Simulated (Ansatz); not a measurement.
# P: what symmetry allows forces and stress to be

```xyz
4
Lattice="1.6550 -5.2500 0.0000 1.6550 5.2500 0.0000 0.0000 0.0000 4.3800" Properties=species:S:1:pos:R:3 pbc="T T T"
P     1.6550    4.2210    3.9858
P     1.6550   -1.0290    2.9592
P     1.6550   -4.2210    0.3942
P     1.6550    1.0290    1.7958
```

Level of theory: Ansatz, DFT PBE, scalar-relativistic, plane waves, PAW.

Plane waves to 420 eV, a k mesh through Γ of 12×12×8 on the computed 4-atom cell and Gaussian smearing (0.05 eV); no spin polarisation.

This distorted cell has space group Cm, with 2 operations.

Q: Without a calculation: in which directions can each atom feel a force?

A: A force must be left unchanged by every operation that keeps its atom in place, so it lies in the space that those operations leave fixed. Atoms that the group maps onto each other feel forces of one size.
```json
{"atom": "P1", "site symmetry": "m", "operations at the site": "2", "equivalent to atom": "1", "allowed force (Cartesian)": "in the plane normal to (1.00, 0.00, 0.00)"}
{"atom": "P2", "site symmetry": "m", "operations at the site": "2", "equivalent to atom": "2", "allowed force (Cartesian)": "in the plane normal to (1.00, 0.00, 0.00)"}
{"atom": "P3", "site symmetry": "m", "operations at the site": "2", "equivalent to atom": "3", "allowed force (Cartesian)": "in the plane normal to (1.00, 0.00, 0.00)"}
{"atom": "P4", "site symmetry": "m", "operations at the site": "2", "equivalent to atom": "4", "allowed force (Cartesian)": "in the plane normal to (1.00, 0.00, 0.00)"}
```

That leaves 8 independent force components of 12, tied by 2 conditions that the forces sum to zero, so 6 remain. A relaxation in this cell that keeps the symmetry moves the atoms in these directions alone.

Q: And the stress tensor?

A: It must be invariant under the point group, which leaves 4 independent components: xz, xy vanish.

Q: Do the computed values obey this?

A: Yes. Forces (eV/Å):
```
P1   0.000 -0.130  5.752
P2   0.000  0.073 -6.784
P3   0.000  0.114 -0.168
P4   0.000 -0.056  1.200
```

Stress (GPa, compression positive, xx yy zz yz xz xy): 24.60 1.93 16.01 4.17 0.00 0.00. The program imposes the same operations on density, forces and stress, so this confirms the analysis and is no independent test of the calculation.

The cell holds layers, and where no dispersion correction was added their binding is poorly described.